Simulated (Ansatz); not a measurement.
## Li: computed properties

The calculation used Ansatz 0.2.0, DFT PBE, scalar-relativistic, plane waves, PAW.

Cutoff 420 eV; k points 6×6×14 on the computed 6-atom cell (Γ-centred); Gaussian smearing, width 0.10 eV; no spin polarisation.

The structure is relaxed at this level of theory with its symmetry kept, and needn't be the ground state of this composition.

```xyz
6
Lattice="6.8040 0.0000 0.0000 0.0000 6.8040 0.0000 0.0000 0.0000 2.7841" Properties=species:S:1:pos:R:3 pbc="T T T"
Li    0.9803    2.4217    0.0000
Li    2.4217    5.8237    0.0000
Li    5.8237    4.3824    0.0000
Li    4.3824    0.9803    0.0000
Li    0.0000    0.0000    0.0000
Li    3.4020    3.4020    0.0000
```

* Space group: P4/mbm (No. 127)
* Volume per atom: 21.48 Å³
* Energy over the standard state (uncorrected): +0.208 eV/atom
* Kohn–Sham band gap: none (metal)
* Density of states at the Fermi level: 2.1 states/eV per cell

Another cell of Li relaxed alike, in P-6m2, lies 186 meV/atom lower, so this cell isn't the stable form at this level.

The cell was found from a structure generator's guess, not taken from experiment.
